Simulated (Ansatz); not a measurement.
A 5-atom cell of BaTiO3 started from a crystallographic database, relaxed with r2SCAN in Ansatz 0.2.0. Space group R3m (No. 160), trigonal; conventional cell a = 5.680 Å, c = 6.994 Å, 13.03 Å³ an atom. Ba has 12 O at 2.78–2.93 Å; Ti has 6 O at 1.87–2.16 Å; O has 2 Ti at 1.87–2.16 Å and 4 Ba at 2.78–2.93 Å.

The axes x, y and z are those of this cell:
```yaml
crystal:
  lattice:
    - [2.84000, 1.63967, 2.33135]
    - [-2.84000, 1.63967, 2.33135]
    - [0.00000, -3.27935, 2.33135]
  atoms:
    - { symbol: Ba, position: [0.99679, 0.99679, 0.99679] }
    - { symbol: Ti, position: [0.48333, 0.48333, 0.48333] }
    - { symbol: O, position: [0.50983, 0.50983, 0.01942] }
    - { symbol: O, position: [0.01942, 0.50983, 0.50983] }
    - { symbol: O, position: [0.50983, 0.01942, 0.50983] }
```

Unstrained: PBE gives an indirect gap of 2.505 eV, from T to k = (-0.052, 0.010, 0.010); the least direct gap is 2.880 eV at Γ–S₀ (0.10 of the way from Γ). r2SCAN gives an indirect gap of 2.866 eV, from T to k = (-0.052, 0.010, 0.010); the least direct gap is 3.247 eV at Γ–S₀ (0.10 of the way from Γ). HSE06 gives an indirect gap of 3.958 eV, from T to k = (-0.052, 0.010, 0.010); the least direct gap is 4.333 eV at Γ–S₀ (0.10 of the way from Γ). Meshes: PBE 6×6×6, r2SCAN 6×6×6, HSE06 4×4×4. Strains are changes of length per length. After each strain the atoms were relaxed again with r2SCAN within the symmetry that the strain leaves, so tilts or polar shifts that break it weren't tested; points keep the names that they have in the unstrained zone. The values are computed, spin-unpolarised, and not measurements.

Question: Apply uniaxial -2.69 % along z, other directions held. How far does the gap move, against the unstrained cell?

Answer: PBE: the gap goes from 2.505 to 2.279 eV (-0.226 eV); the edges go from T → (-0.052, 0.010, 0.010) to T → Γ. r2SCAN: the gap goes from 2.866 to 2.639 eV (-0.227 eV); the edges go from T → (-0.052, 0.010, 0.010) to T → Γ. HSE06: the gap goes from 3.958 to 3.715 eV (-0.243 eV); the edges go from T → (-0.052, 0.010, 0.010) to T → Γ. The r2SCAN energy rises by 7.8 meV an atom.

Question: Estimate what isotropic +3.83 % on every length does to the gap.

Answer: PBE: the gap goes from 2.505 to 2.996 eV (+0.491 eV); the edges go from T → (-0.052, 0.010, 0.010) to T → (0.031, 0.135, -0.146). r2SCAN: the gap goes from 2.866 to 3.361 eV (+0.495 eV); the edges go from T → (-0.052, 0.010, 0.010) to T → (0.031, 0.135, -0.146). HSE06: the gap goes from 3.958 to 4.489 eV (+0.531 eV); the edges go from T → (-0.052, 0.010, 0.010) to T → (0.031, 0.135, -0.146). The r2SCAN energy rises by 50.1 meV an atom.

Question: For epitaxial -2.18 % in the xy plane, how far does the free direction move, and what happens to the gap?

Answer: The normal strain at zero normal stress is +0.71 %, 0.33 of the in-plane strain with the sign turned. PBE: the gap goes from 2.505 to 2.311 eV (-0.194 eV); the edges go from T → (-0.052, 0.010, 0.010) to T → Γ. r2SCAN: the gap goes from 2.866 to 2.675 eV (-0.191 eV); the edges go from T → (-0.052, 0.010, 0.010) to T → Γ. HSE06: the gap goes from 3.958 to 3.752 eV (-0.206 eV); the edges go from T → (-0.052, 0.010, 0.010) to T → Γ.

The runs are scalar-relativistic, without spin-orbit coupling.

Where an edge lies off the special points, it is a point of the mesh or the k point where a search put PBE's edge or least direct gap, reused for the other functionals, whose own edges may lie a little apart.

Coordinates of k points refer to the reciprocal vectors of the primitive cell of the runs.

The meshes of the hybrids are coarse, so their gaps aren't converged to the digits shown.
